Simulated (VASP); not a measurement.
PbO2:

```xyz
6
Lattice="4.9950 0.0000 0.0000 0.0000 4.9950 0.0000 0.0000 0.0000 3.4090" Properties=species:S:1:pos:R:3 pbc="T T T"
Pb    2.4975    2.4975    1.7045
Pb    0.0000    0.0000    0.0000
O     3.4594    3.4594    0.0000
O     4.0331    0.9619    1.7045
O     0.9619    4.0331    1.7045
O     1.5356    1.5356    0.0000
```

The cell is a database's computed one.

| Property | Result |
| --- | --- |
| Program | VASP 6.6.1 |
| Task | relaxation of cell and atoms |
| Functional | PBE |
| Potentials or basis | VASP PAW PBE potentials, release 64 (Pb_d, O) |
| Cutoff | 600 eV |
| k mesh | 6 × 6 × 8 |
| Occupations | fermi-dirac, width 0.05 eV |
| Spin | no spin polarisation |

At the start: pressure 5.9 GPa; volume 14.18 Å³/atom.

Problem. How do energy, volume and symmetry change on relaxing?

Solution. Over 8 steps the energy falls by 11.1 meV/atom and the volume is 14.84 Å³/atom (+4.7 %); space group P4_2/mnm (No. 136, to 0.05 Å).

The path:
```tsv
step	energy change (eV)	largest force (eV/Å)	pressure (GPa)	volume (Å³)
1	0.0000	0.0505	5.85	85.05
2	-0.0308	0.1307	-3.54	91.58
3	-0.0647	0.0625	0.04	88.73
4	-0.0647	0.0605	0.15	88.65
5	-0.0659	0.0250	0.12	88.75
6	-0.0664	0.0416	0.10	88.94
7	-0.0665	0.0220	0.10	88.89
8	-0.0666	0.0062	-0.08	89.03
```

Final structure:
```
Pb O
1.0
     5.08070    0.00000    0.00000
     0.00000    5.08070    0.00000
     0.00000    0.00000    3.44911
Pb O
2 4
Direct
  0.50000 0.50000 0.50000
  0.00000 0.00000 0.00000
  0.69202 0.69202 0.00000
  0.80798 0.19202 0.50000
  0.19202 0.80798 0.50000
  0.30798 0.30798 0.00000
```
